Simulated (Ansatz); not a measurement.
Method: Ansatz 0.2.0, DFT PBE, scalar-relativistic, plane waves, PAW. The final run on the 2-atom cell used 420 eV, a Γ-centred 6×6×6 mesh, 0.02 eV smearing and no spin polarisation.

The zero of energy is the elements' standard structures at the same level; no fitted shifts are applied.

Task: Propose a candidate for a cubic wide-gap insulator with formula NaI, with a gap near 3.6 eV, a formation energy near −1.28 eV/atom and a density near 3.58 g/cm³, in a cell of 2 atoms. Its symmetry should be Fm-3m (No. 225).

Result: NaI, space group Fm-3m (No. 225). Na is surrounded by 6 I at 3.26 Å; I is surrounded by 6 Na at 3.26 Å.

```cif
data_structure
_symmetry_space_group_name_H-M 'Fm-3m'
_symmetry_Int_Tables_number 225
_cell_length_a 6.5293
_cell_length_b 6.5293
_cell_length_c 6.5293
_cell_angle_alpha 90.000
_cell_angle_beta 90.000
_cell_angle_gamma 90.000
_cell_volume 278.35
loop_
_atom_site_label
_atom_site_type_symbol
_atom_site_symmetry_multiplicity
_atom_site_Wyckoff_symbol
_atom_site_fract_x
_atom_site_fract_y
_atom_site_fract_z
_atom_site_occupancy
Na1 Na 4 b 0.50000 0.00000 0.00000 1
I1 I 4 a 0.00000 0.00000 0.00000 1
```

* Volume per atom: 34.79 Å³
* Density: 3.58 g/cm³
* Energy over the elements: −1.280 eV/atom
* Gap on the 6×6×6 mesh of the 2-atom cell: 3.58 eV

The cell was reached from a generator's guess, though it ends in a space group that the Crystallography Open Database lists for this formula. Other answers may fit too; this one was computed.

These runs have no spin–orbit coupling, which can matter for I. Kohn–Sham gaps at this level usually fall short of measured ones. The missing spin–orbit coupling can work the other way here. The reference form of I is held partly by dispersion forces, which this level lacks. A later test with randomly moved atoms came back to the same energy, though modes that don't fit the test's cell weren't probed.
